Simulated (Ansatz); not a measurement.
# Ni (Im-3m) in Ansatz: further runs

The runs below take Ni through band structure, with PBE, LDA, PBEsol.

Program: Ansatz 0.2.0. These are calculated values, not measurements. Logs are shortened: lines on timing, memory, paths and dates and some standing lists are left out, and cuts for length are marked.

**1. The crystal as given**

The structure is cubic, space group Im-3m (No. 229). Conventional cell: a = 2.767 Å, b = 2.767 Å, c = 2.767 Å, α = 90.00°, β = 90.00°, γ = 90.00°. Around Ni (site symmetry m-3m) lie 8 Ni at 2.40 Å.

This isn't the form of Ni at room conditions, which is fcc.

**2. Band structure, PBE, collinear spin, ferromagnetic start**

The input, input.yaml:

```yaml
crystal:
  lattice:
    - [-1.38371547, 1.38371547, 1.38371547]
    - [1.38371547, -1.38371547, 1.38371547]
    - [1.38371547, 1.38371547, -1.38371547]
  atoms:
    - { symbol: Ni, position: [0.0, 0.0, 0.0], spin: 1.0 }
kpoints:
  mp_grid: { grid: [13, 13, 13] }
  band_path:
    path:
      - [0.0, 0.0, 0.0]
      - [0.5, -0.5, 0.5]
      - [0.0, 0.0, 0.5]
      - [0.0, 0.0, 0.0]
      - [0.25, 0.25, 0.25]
      - [0.5, -0.5, 0.5]
    npoints: 10
scf:
  occupations: { method: fermi_dirac, width: 0.05 }
hamiltonian:
  xc: pbe
  pseudopotentials: { kind: all_electron, lapw: { basis_error: 0.001 } }
magnetization:
  spin_polarized: true
output:
  forces: true
  stress: true
  eigenvalues: true
```

Potentials or basis: all-electron LAPW, scalar-relativistic.

Started as:

```bash
$ ansatz run input.yaml --threads 2 --pin off --max-ram 6144MiB --backend cpu --events-out ev --progress --plain --runs-dir out
```

Log:

```text
Warning: RAYON_NUM_THREADS=2 ignored (pool sized by the plan → 2); use --threads N
LAPW: plane waves up to 9.432 Å⁻¹, error target 1.0e-3 eV per atom; small_component_spin mean_spin; Ni in spheres of 1.198 Å, 18 of its electrons in bands, Dirac shells [] (how accurate: hamiltonian.pseudopotentials.lapw.basis_error, Limitations)
Engine: ansatz 0.2.0, x86_64-unknown-linux-gnu
Pseudopotentials: kind: all_electron
Pseudopotential: Ni, LAPW, valence charge 18, lapw/all_electron/scalar/gaussian/Ni, Koelling and Harmon's equation, gaussian nucleus
Functional definition: PBE
  parameter kappa = 0.804
  parameter beta = 0.06672455060314922
  exchange = pbe_x(kappa = kappa, mu = beta*pi^2/3)
  correlation = pbe_c(beta = beta)
Crystal: 1 atoms, lattice volume = 10.597 Å³
Basis set: ecut = 338.9467268557503 eV, 141 PW (Γ), exchange–correlation at level 2
Bands: 14, of which v1, the nominal top of the filled ones, is band 9 counted from 1 (8 counted from 0)
Symmetry: 48 space group operations
Space group: Im-3m (ITA 229), of the structure as read, at distance tolerance 2.2e-5 Å
Magnetic group: BNS 229.140 (UNI 1642), of the structure as read, at distance tolerance 2.2e-5 Å
k-points: 84 of 2197
Non-local potential: Ni, projectors of the file, none
Initial density: superposition of atomic densities (chi_scale 0.1, normalization cell)
Starting moments: Σ|m| = 1 μB on 1 of 1 site
Initial wavefunctions: plane waves of lowest kinetic energy (no species holds an atomic orbital)
Functional: x = pbe(κ = 0.804, μ = 0.2195149727645171), c = pbe(β = 0.06672455060314922)
iter 1 solved again at ethr=2.63e-6 eV; its pass at ethr=1.00e-1 eV (dr2=4.74e-4 eV) is discarded
SCF iter   1: F=—  HF=-41382.745684 eV  |F-HF|=—  |Δ(HF+E_count)|=         —  Δρ=1.90e-2 (↑1.82e-2 ↓1.90e-2)  dr2=4.49e-4  dr2_m=3.34e-2  M=0.637 μB ∫|m|=0.665 μB  β_m=0.30  ethr=2.63e-6  ⟨swp⟩=4.2  Hψ=19955  notcnv=0
Mixer restart at iter 1: flushing history
preconditioner: auto → none  [metal: Δε(μ)=0.002 eV  Ē_g=17.181 eV  σ=0.050 eV  W_gap=0.01  n_scr=0 (ndim 8)  ℏωp=36.1 eV  f_vac=0.000  D(μ)=1.93/eV (n_scr^D=42)]
SCF iter   2: F=—  HF=-41382.750146 eV  |F-HF|=—  |Δ(HF+E_count)|=   4.46e-3  Δρ=1.35e-2 (↑1.34e-2 ↓1.35e-2)  dr2=4.86e-5  dr2_m=1.76e-2  M=0.626 μB ∫|m|=0.662 μB  β_m=0.65  ethr=2.49e-6  ⟨swp⟩=2.6  Hψ=6350  notcnv=0
SCF iter   3: F=—  HF=-41382.773974 eV  |F-HF|=—  |Δ(HF+E_count)|=   2.38e-2  Δρ=3.65e-3 (↑2.55e-3 ↓3.65e-3)  dr2=1.46e-3  dr2_m=2.77e-4  M=0.585 μB ∫|m|=0.642 μB  β_m=0.48  ethr=2.70e-7  ⟨swp⟩=3.0  Hψ=7762  notcnv=0
SCF iter   4: F=—  HF=-41382.756572 eV  |F-HF|=—  |Δ(HF+E_count)|=   1.74e-2  Δρ=3.39e-4 (↑2.49e-4 ↓3.39e-4)  dr2=1.02e-5  dr2_m=4.30e-6  M=0.590 μB ∫|m|=0.648 μB  β_m=0.70  ethr=2.70e-7  ⟨swp⟩=3.0  Hψ=7141  notcnv=0
iter 5 solved again at ethr=2.16e-9 eV; its pass at ethr=5.69e-8 eV (dr2=3.89e-7 eV) is discarded
SCF iter   5: F=—  HF=-41382.756787 eV  |F-HF|=—  |Δ(HF+E_count)|=         —  Δρ=1.02e-4 (↑4.67e-5 ↓1.02e-4)  dr2=3.89e-7  dr2_m=4.41e-7  M=0.589 μB ∫|m|=0.649 μB  β_m=0.85  ethr=2.16e-9  ⟨swp⟩=2.0  Hψ=10856  notcnv=0
the basis was enlarged: its passes take 607.9 KiB over the memory plan, 2 of 2 planned eigensolver slots
SCF iter   6: F=—  HF=-41382.756830 eV  |F-HF|=—  |Δ(HF+E_count)|=   4.36e-5  Δρ=3.14e-5 (↑2.48e-5 ↓3.14e-5)  dr2=2.51e-8  dr2_m=5.83e-8  M=0.589 μB ∫|m|=0.649 μB  β_m=0.93  ethr=2.16e-9  ⟨swp⟩=3.0  Hψ=6863  notcnv=0
SCF iter   7: F=—  HF=-41382.756831 eV  |F-HF|=—  |Δ(HF+E_count)|=   2.39e-7  Δρ=3.08e-6 (↑6.65e-7 ↓3.08e-6)  dr2=4.15e-10  dr2_m=3.02e-10  M=0.588 μB ∫|m|=0.650 μB  β_m=0.95  ethr=1.40e-10  ⟨swp⟩=3.0  Hψ=6919  notcnv=0
SCF iter   8: F=-41382.756831 eV  HF=-41382.756831 eV  |F-HF|=1.38e-10  |Δ(HF+E_count)|=   4.45e-8  Δρ=4.12e-7 (↑4.12e-7 ↓2.90e-7)  dr2=1.82e-11  dr2_m=3.56e-12  M=0.588 μB ∫|m|=0.650 μB  ethr=2.30e-12  ⟨swp⟩=3.0  Hψ=6920  notcnv=0
SCF 1 converged in 8 iterations: F = -41382.756831 eV  dr2 = 1.82e-11
NSCF: frozen V_eff on 51 k-points
SCF converged after 8 iterations
Magnetization: 0.5884 μB (9.2942 up, 8.7058 down)
Absolute magnetization: 0.6495 μB (∫|ρ↑−ρ↓|)
Spin contamination: 0.0058 ħ² per cell (⟨S²⟩ above its minimum at these occupations)
Per-site moments (μB) at R_I (Å): [(0.6108171424053541, 1.1983327307729712)]
Free energy (F): -41382.756831 eV
Harris-Foulkes:  -41382.756831 eV  (|F-HF|=1.38e-10)
Internal energy: -41382.742651 eV  (E = F + TS)
E sigma→0 (E₀):  -41382.749741 eV
Entropy (-TS):   -0.014179 eV (-14.179 meV/atom)
Fermi energy:    18.760738 eV
--- Per-component energies (eV) ---
  E_band       = -271.006224
  E_kinetic    = 42046.930971
  E_xc         = -1731.166793
  E_electrostatic = -81698.506829  (all electrons and nuclei)
  E_smearing   = -0.014179  (= −TS)
  E_closure    = 0.000000  (closes the sum)
  E_atoms      = -41375.755904  (free atoms, spherical and without spin; not in F)
  Σ components = -41382.756831   (vs F -41382.756831, Δ=0.00e0)
  Basis errors (estimates in eV, not in F): energy 2.7e-4 per atom: plane waves 2.4e-4 (1.3e-4 summed), levels above the bands 2.8e-180, relativity 1.2e-8, radial functions 2.6e-5, core shells 1.3e-9; eigenvalues (radial functions only) 3.7e-5; not estimated: angular momenta, meshes, grids; target (lapw.basis_error) 1.0e-3; muffin-tin radii Ni 1.198 Å
--- Forces (eV/Å), atoms counted from 1 ---
  atom   1  Ni    -0.00000000    -0.00000000    -0.00000000
  max |Σ_I F_I| component: 1.00e-30 eV/Å
--- Stress (GPa, compression-positive) ---
        7.799245      -0.000000      -0.000000
       -0.000000       7.799245      -0.000000
       -0.000000      -0.000000       7.799245
  P = ⅓ Tr σ = 7.7992 GPa (77.992 kbar)
--- Band table (eV; the first three rows and the last of 168) ---
  k-point 0 ↑: bands = ["-84.6958", "-44.9385", "-44.9385", "-44.9385", "9.6070", "16.3783", "16.3783", "16.3783", "17.8577", "17.8577", "45.2583", "45.2583", "45.2583", "50.2399"]
  k-point 1 ↑: bands = ["-84.6934", "-44.9528", "-44.9434", "-44.9384", "9.8565", "16.3201", "16.3735", "16.4937", "17.7996", "17.8623", "43.3715", "44.7820", "44.9319", "48.7786"]
  k-point 2 ↑: bands = ["-84.6868", "-44.9924", "-44.9571", "-44.9382", "10.5818", "16.1612", "16.3402", "16.8232", "17.6825", "17.8778", "39.6545", "43.2452", "44.2683", "46.0245"]
  k-point 83 ↓: bands = ["-83.8568", "-44.3774", "-44.3751", "-44.3751", "14.7797", "14.7918", "19.2043", "19.2043", "19.2706", "27.7356", "28.8848", "28.8848", "34.7522", "35.3813"]
```

It took 19 s on 2 threads of AMD EPYC 7R43 (Zen 3), shared host; peak memory 0.36 GiB.

What came out:

```
Free energy             : -41382.7568 eV
Pressure                : 7.8 GPa
Band gap along the path : none (metal or under the smearing width)
Net moment              : 0.59 μB per cell
Absolute moment         : 0.65 μB per cell
Site moments            : Ni +0.61 μB
```

Levels at the corners of the path, in eV from the Fermi level:
Spin up:
| point | band 7 | band 8 | band 9 | band 10 | band 11 | band 12 |
| --- | --- | --- | --- | --- | --- | --- |
| Γ | -2.38 | -2.38 | -0.90 | -0.90 | 26.50 | 26.50 |
| H | -0.27 | -0.27 | -0.27 | 9.85 | 9.85 | 9.85 |
| N | -0.99 | -0.74 | -0.04 | 0.16 | 6.64 | 19.21 |
| Γ | -2.38 | -2.38 | -0.90 | -0.90 | 26.50 | 26.50 |
| P | -3.28 | -0.71 | -0.71 | 8.30 | 8.30 | 8.30 |
| H | -0.27 | -0.27 | -0.27 | 9.85 | 9.85 | 9.85 |
Spin down:
```
point  band 7  band 8  band 9  band 10  band 11  band 12
    Γ   -1.67   -1.67   -0.38    -0.38    26.40    26.40
    H    0.54    0.54    0.54     9.89     9.89     9.89
    N   -0.39   -0.21    0.14     0.79     7.02    19.15
    Γ   -1.67   -1.67   -0.38    -0.38    26.40    26.40
    P   -2.75   -0.17   -0.17     8.55     8.55     8.55
    H    0.54    0.54    0.54     9.89     9.89     9.89
```

**3. Band structure, LDA, collinear spin, ferromagnetic start**

input.yaml: that of step 2 with these lines changed.

```diff
@@ -21,3 +21,3 @@
 hamiltonian:
-  xc: pbe
+  xc: lda
   pseudopotentials: { kind: all_electron, lapw: { basis_error: 0.001 } }
```

Potentials or basis: all-electron LAPW, scalar-relativistic.

Started as:

```bash
$ ansatz run input.yaml --threads 2 --pin off --max-ram 6144MiB --backend cpu --events-out ev --progress --plain --runs-dir out
```

Log:

```text
Warning: RAYON_NUM_THREADS=2 ignored (pool sized by the plan → 2); use --threads N
LAPW: plane waves up to 9.434 Å⁻¹, error target 1.0e-3 eV per atom; small_component_spin mean_spin; Ni in spheres of 1.198 Å, 18 of its electrons in bands, Dirac shells [] (how accurate: hamiltonian.pseudopotentials.lapw.basis_error, Limitations)
[... 3 set-up lines as earlier in the session ...]
Functional definition: SPW92
  exchange = slater_x
  correlation = pw_c
Crystal: 1 atoms, lattice volume = 10.597 Å³
Basis set: ecut = 339.1005168622164 eV, 141 PW (Γ), exchange–correlation at level 2
Bands: 14, of which v1, the nominal top of the filled ones, is band 9 counted from 1 (8 counted from 0)
[... 2 set-up lines as earlier in the session ...]
Magnetic group: BNS 229.140 (UNI 1642), of the structure as read, at distance tolerance 2.2e-5 Å
k-points: 84 of 2197
[... 2 set-up lines as earlier in the session ...]
Starting moments: Σ|m| = 1 μB on 1 of 1 site
[... 1 set-up line as earlier in the session ...]
Functional: x = slater, c = lda
iter 1 solved again at ethr=5.22e-6 eV; its pass at ethr=1.00e-1 eV (dr2=9.40e-4 eV) is discarded
SCF iter   1: F=—  HF=-41316.500464 eV  |F-HF|=—  |Δ(HF+E_count)|=         —  Δρ=2.06e-2 (↑1.92e-2 ↓2.06e-2)  dr2=9.05e-4  dr2_m=3.82e-2  M=0.616 μB ∫|m|=0.635 μB  β_m=0.30  ethr=5.22e-6  ⟨swp⟩=4.0  Hψ=19654  notcnv=0
Mixer restart at iter 1: flushing history
[... 16 lines left out ...]
Spin contamination: 0.0034 ħ² per cell (⟨S²⟩ above its minimum at these occupations)
Per-site moments (μB) at R_I (Å): [(0.5635896912497014, 1.198332730772969)]
Free energy (F): -41316.500344 eV
Harris-Foulkes:  -41316.500344 eV  (|F-HF|=1.46e-11)
Internal energy: -41316.483874 eV  (E = F + TS)
E sigma→0 (E₀):  -41316.492109 eV
Entropy (-TS):   -0.016470 eV (-16.470 meV/atom)
Fermi energy:    18.297572 eV
--- Per-component energies (eV) ---
  E_band       = -274.905328
  E_kinetic    = 41958.437283
  E_xc         = -1663.358928
  E_electrostatic = -81611.562229  (all electrons and nuclei)
  E_smearing   = -0.016470  (= −TS)
  E_closure    = 0.000000  (closes the sum)
  E_atoms      = -41308.350595  (free atoms, spherical and without spin; not in F)
  Σ components = -41316.500344   (vs F -41316.500344, Δ=0.00e0)
  Basis errors (estimates in eV, not in F): energy 2.8e-4 per atom: plane waves 2.5e-4 (1.3e-4 summed), levels above the bands 4.3e-179, relativity 4.2e-9, radial functions 3.5e-5, core shells 7.1e-10; eigenvalues (radial functions only) 3.6e-5; not estimated: angular momenta, meshes, grids; target (lapw.basis_error) 1.0e-3; muffin-tin radii Ni 1.198 Å
--- Forces (eV/Å), atoms counted from 1 ---
  atom   1  Ni    -0.00000000    -0.00000000     0.00000000
  max |Σ_I F_I| component: 9.86e-31 eV/Å
--- Stress (GPa, compression-positive) ---
      -10.339758       0.000000      -0.000000
        0.000000     -10.339758      -0.000000
       -0.000000      -0.000000     -10.339758
  P = ⅓ Tr σ = -10.3398 GPa (-103.398 kbar)
--- Band table (eV; the first three rows and the last of 168) ---
  k-point 0 ↑: bands = ["-84.2624", "-44.9300", "-44.9300", "-44.9300", "9.1532", "15.9704", "15.9704", "15.9704", "17.4323", "17.4323", "44.8644", "44.8644", "44.8644", "49.8461"]
  k-point 1 ↑: bands = ["-84.2599", "-44.9447", "-44.9350", "-44.9299", "9.4028", "15.9117", "15.9655", "16.0872", "17.3738", "17.4369", "42.9686", "44.3856", "44.5341", "48.1867"]
  k-point 2 ↑: bands = ["-84.2530", "-44.9856", "-44.9491", "-44.9297", "10.1285", "15.7512", "15.9310", "16.4207", "17.2569", "17.4524", "39.2270", "42.8277", "43.8667", "45.4372"]
  k-point 83 ↓: bands = ["-83.5102", "-44.4660", "-44.4637", "-44.4637", "14.3543", "14.3656", "18.6761", "18.6761", "18.7416", "27.2898", "28.4236", "28.4236", "34.4937", "35.0991"]
```

bands.tsv:

```text
# k_distance	band_0_up	band_1_up	band_2_up	band_3_up	band_4_up	band_5_up	band_6_up	band_7_up	band_8_up	band_9_up	band_10_up	band_11_up	band_12_up	band_13_up	band_0_dn	band_1_dn	band_2_dn	band_3_dn	band_4_dn	band_5_dn	band_6_dn	band_7_dn	band_8_dn	band_9_dn	band_10_dn	band_11_dn	band_12_dn	band_13_dn
# fermi_ev = 18.297572
[... 59 lines left out ...]
9.217071	-102.484434	-63.416052	-63.416052	-63.406836	-4.285542	-4.285542	-0.386427	-0.215398	-0.215398	9.494972	9.494972	9.718644	16.482536	16.482536	-101.808012	-62.764687	-62.764687	-62.755236	-3.924896	-3.924896	0.258250	0.440762	0.440762	9.598763	9.598763	9.818021	16.677706	16.677706
9.413694	-102.483225	-63.415647	-63.415647	-63.415647	-4.344489	-4.344489	-0.182086	-0.182086	-0.182086	9.808290	9.808290	9.808290	15.941989	15.941989	-101.806779	-62.764256	-62.764256	-62.764256	-3.984022	-3.984022	0.477168	0.477168	0.477168	9.892165	9.892165	9.892165	16.154581	16.154581
```

Run time: 13 s. Hardware: 2 threads of AMD EPYC 7R43 (Zen 3), shared host; peak memory 0.39 GiB.

Results:

| Quantity | Value |
| --- | --- |
| Free energy | -41316.5003 eV |
| Pressure | -10.3 GPa |
| Band gap along the path | none (metal or under the smearing width) |
| Net moment | 0.55 μB per cell |
| Absolute moment | 0.59 μB per cell |
| Site moments | Ni +0.56 μB |

Levels at the corners of the path, in eV from the Fermi level:
Spin up:
| point | band 7 | band 8 | band 9 | band 10 | band 11 | band 12 |
| --- | --- | --- | --- | --- | --- | --- |
| Γ | -2.33 | -2.33 | -0.87 | -0.87 | 26.57 | 26.57 |
| H | -0.18 | -0.18 | -0.18 | 9.81 | 9.81 | 9.81 |
| N | -0.94 | -0.70 | 0.05 | 0.19 | 6.66 | 19.23 |
| Γ | -2.33 | -2.33 | -0.87 | -0.87 | 26.57 | 26.57 |
| P | -3.24 | -0.67 | -0.67 | 8.36 | 8.36 | 8.36 |
| H | -0.18 | -0.18 | -0.18 | 9.81 | 9.81 | 9.81 |
Spin down:
```csv
point,band 7,band 8,band 9,band 10,band 11,band 12
Γ,-1.74,-1.74,-0.35,-0.35,26.56,26.56
H,0.48,0.48,0.48,9.89,9.89,9.89
N,-0.39,-0.18,0.24,0.72,7.01,19.25
Γ,-1.74,-1.74,-0.35,-0.35,26.56,26.56
P,-2.78,-0.14,-0.14,8.61,8.61,8.61
H,0.48,0.48,0.48,9.89,9.89,9.89
```

**4. Band structure, PBEsol, collinear spin, ferromagnetic start**

input.yaml: that of step 3 with these lines changed.

```diff
@@ -21,3 +21,3 @@
 hamiltonian:
-  xc: lda
+  xc: pbesol
   pseudopotentials: { kind: all_electron, lapw: { basis_error: 0.001 } }
```

Started as:

```bash
$ ansatz run input.yaml --threads 2 --pin off --max-ram 6144MiB --backend cpu --events-out ev --progress --plain --runs-dir out
```

Run time: 19 s. Hardware: 2 threads of AMD EPYC 7R43 (Zen 3), shared host; peak memory 0.38 GiB.

It converged, with:

- Free energy: -41348.0224 eV
- Pressure: -2.4 GPa
- Band gap along the path: none (metal or under the smearing width)
- Net moment: 0.59 μB per cell
- Absolute moment: 0.65 μB per cell
- Site moments: Ni +0.61 μB

Levels at the corners of the path, in eV from the Fermi level:
Spin up:
| point | band 6 | band 7 | band 8 | band 9 | band 10 | band 11 | band 12 | band 13 |
| --- | --- | --- | --- | --- | --- | --- | --- | --- |
| Γ | -2.38 | -2.38 | -2.38 | -0.91 | -0.91 | 26.45 | 26.45 | 26.45 |
| H | -4.39 | -0.26 | -0.26 | -0.26 | 9.79 | 9.79 | 9.79 | 15.80 |
| N | -3.35 | -0.99 | -0.75 | -0.02 | 0.12 | 6.61 | 19.16 | 20.24 |
| Γ | -2.38 | -2.38 | -2.38 | -0.91 | -0.91 | 26.45 | 26.45 | 26.45 |
| P | -3.30 | -3.30 | -0.72 | -0.72 | 8.27 | 8.27 | 8.27 | 10.18 |
| H | -4.39 | -0.26 | -0.26 | -0.26 | 9.79 | 9.79 | 9.79 | 15.80 |
Spin down:
```
point  band 5  band 6  band 7  band 8  band 9  band 10  band 11  band 12  band 13  band 14
    Γ   -9.19   -1.70   -1.70   -1.70   -0.36    -0.36    26.39    26.39    26.39    31.43
    H   -4.01   -4.01    0.52    0.52    0.52     9.84     9.84     9.84    15.97    15.97
    N   -4.45   -2.73   -0.38   -0.18    0.11     0.76     6.99    19.13    20.35    24.04
    Γ   -9.19   -1.70   -1.70   -1.70   -0.36    -0.36    26.39    26.39    26.39    31.43
    P   -2.78   -2.78   -2.78   -0.15   -0.15     8.53     8.53     8.53    10.33    40.97
    H   -4.01   -4.01    0.52    0.52    0.52     9.84     9.84     9.84    15.97    15.97
```

**5. Overview**

| level | pressure (GPa) | moment (μB) |
| --- | --- | --- |
| PBE | 7.8 | 0.59 |
| LDA | -10.3 | 0.55 |
| PBEsol | -2.4 | 0.59 |

Alike in all rows: task band structure; potentials or basis all-electron LAPW, scalar-relativistic; spin collinear, ferromagnetic start; cell as given; k mesh 13 × 13 × 13; cutoff (eV) 339; smearing fermi-dirac 0.05 eV; basis error allowed 0.001 eV/atom.

The pressure there spans -10.3 GPa (LDA) to 7.8 GPa (PBE); a positive pressure means that this level wants a larger cell, a negative one a smaller.

Compare energies only between runs with the same functional and basis.
